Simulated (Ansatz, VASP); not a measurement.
AgCl in VASP and in Ansatz

File POSCAR:

```
AgCl
1.0
    0.0000000000      2.9932466769      2.9932466769
    2.9932466769      0.0000000000      2.9932466769
    2.9932466769      2.9932466769      0.0000000000
Ag Cl
1 1
Direct
    0.0000000000      0.0000000000      0.0000000000
    0.2500000000      0.2500000000      0.2500000000
```

INCAR.step1

```
PREC     = Accurate       # precision mode
ENCUT    = 520            # plane-wave cutoff, eV
ISMEAR   = 0              # smearing method
SIGMA    = 0.01           # smearing width, eV
LREAL    = False          # projectors in reciprocal space
LASPH    = True           # aspherical terms in the spheres
NELM     = 60             # most SCF steps
NBANDS   = 16             # bands
GGA      = PE             # functional
ALGO     = Normal         # electronic algorithm
EDIFF    = 1E-4           # SCF threshold, eV
LWAVE    = True           # write WAVECAR
LCHARG   = False          # write CHGCAR
```

Contents of INCAR.step2:

```
PREC     = Accurate       # precision mode
ENCUT    = 520            # plane-wave cutoff, eV
EDIFF    = 1E-6           # SCF threshold, eV
ISMEAR   = 0              # smearing method
SIGMA    = 0.01           # smearing width, eV
LREAL    = False          # projectors in reciprocal space
LASPH    = True           # aspherical terms in the spheres
NELM     = 60             # most SCF steps
ALGO     = Normal         # electronic algorithm
ISIF     = 2              # what is computed and relaxed
LWAVE    = False          # write WAVECAR
LCHARG   = True           # write CHGCAR
METAGGA  = R2SCAN         # meta-GGA
LMIXTAU  = True         
LELF     = True           # ELF
LVHAR    = True         
NBANDS   = 16             # bands
ISTART   = 1
```

KPOINTS

```
regular mesh
0
Gamma
  8 8 8
```

Input for Ansatz:

```yaml
crystal:
  lattice:
    - [0.0, 2.9932466769, 2.9932466769]
    - [2.9932466769, 0.0, 2.9932466769]
    - [2.9932466769, 2.9932466769, 0.0]
  atoms:
    - { symbol: Ag, position: [0.0, 0.0, 0.0] }
    - { symbol: Cl, position: [0.25, 0.25, 0.25] }
kpoints:
  mp_grid: { grid: [8, 8, 8] }
  band_path:
    path:
      - [0.0, 0.0, 0.0]
      - [-0.5, -0.5, 0.0]
      - [-0.375, -0.375, 0.25]
      - [-0.375, 0.0, 0.375]
      - [0.0, 0.0, 0.5]
      - [-0.5, -0.25, 0.25]
    npoints: 1
hamiltonian:
  xc: r2scan
scf:
  occupations: { method: fixed }
  n_extra_bands: 4
output:
  forces: true
  stress: true
  eigenvalues: true
```

Alike in both runs: task single point; functional r2SCAN; k mesh 8 × 8 × 8; no spin polarisation.

|  | VASP | Ansatz |
| --- | --- | --- |
| version | VASP 6.6.1 | Ansatz 0.2.0 |
| potentials or method | VASP PAW PBE potentials, release 64 (Ag, Cl) | plane waves, PAW |
| plane-wave cutoff (eV) | 520 | 500 |
| occupations | gaussian, width 0.01 eV | fixed |
| valence electrons in the cell | 18 | 26 |

Ansatz gave:

* gap on the k mesh at the Fermi level (eV): 1.65
* pressure (GPa): 0.0

Problem. Estimate VASP's values.

Solution. gap on the k mesh at the Fermi level (eV): 1.60; pressure (GPa): 0.0.

The two sets of potentials don't hold the same shells in valence.

Caveats: the PAW data sets were made with another functional, which shifts forces and pressure a little (VASP). r2SCAN opens gaps a little over a GGA but as a rule still falls short of measured ones. A k mesh can miss the band edges.
